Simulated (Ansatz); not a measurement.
# Ru: the cost of one run

Program: Ansatz 0.2.0. Level of theory: DFT PBEsol, scalar-relativistic, plane waves, PAW. These are calculated values, not measurements.

2 further runs of the same task are left out: 1 that didn't finish, 1 set aside as unsound or not needed.

### Step 1. The structure to begin with

Symmetry: P6_3/mmc, No. 194, hexagonal system. The conventional cell has a = 2.690 Å, b = 2.690 Å, c = 4.252 Å, α = 90.00°, β = 90.00°, γ = 120.00°. Ru (site symmetry -6m2) has 12 Ru at 2.63 to 2.69 Å as nearest neighbours.

Structure file:

```xyz
2
Lattice="2.6895 0.0000 0.0000 -1.3448 2.3292 0.0000 0.0000 0.0000 4.2519" Properties=species:S:1:pos:R:3 pbc="T T T"
Ru    0.0000    1.5528    1.0630
Ru    1.3448    0.7764    3.1889
```

It is the result of an earlier relaxation at this level (volume 13.32 Å³/atom; gap on the mesh: none (metal)).

### Step 2. A stricter relaxation, with the smearing for a metal

Response functions are second derivatives at a minimum, so forces and stress are first brought close to zero on the mesh and occupations that the response runs use.

The input, input.yaml:

```yaml
crystal:
  lattice:
    - [2.6895240002, 0.0, 0.0]
    - [-1.3447620001, 2.3291961083, 0.0]
    - [0.0, 0.0, 4.25192095]
  atoms:
    - { symbol: Ru, position: [0.3333333333, 0.6666666667, 0.25] }
    - { symbol: Ru, position: [0.6666666667, 0.3333333333, 0.75] }
basis:
  ecutwfc: 420
kpoints:
  mp_grid: { grid: [18, 18, 10] }
hamiltonian:
  xc: pbesol
scf:
  occupations: { method: fermi_dirac, width: 0.15 }
output:
  forces: true
  stress: true
  eigenvalues: true
relax:
  adjacent_minimum: "off"
  f_tol: 0.001
  max_steps: 60
  cell: { stress_tol: 0.01 }
```

On the command line:

```
$ ansatz run input.yaml --threads 1 --pin off --max-ram 3072MiB --backend cpu --events-out ev --progress --plain --runs-dir out
```

**Question.** How long does this run take on 1 thread of AMD EPYC 9R45 (Zen 5), shared host, and how much memory does it need?

About 9.4 s, with a peak of 0.46 GiB.
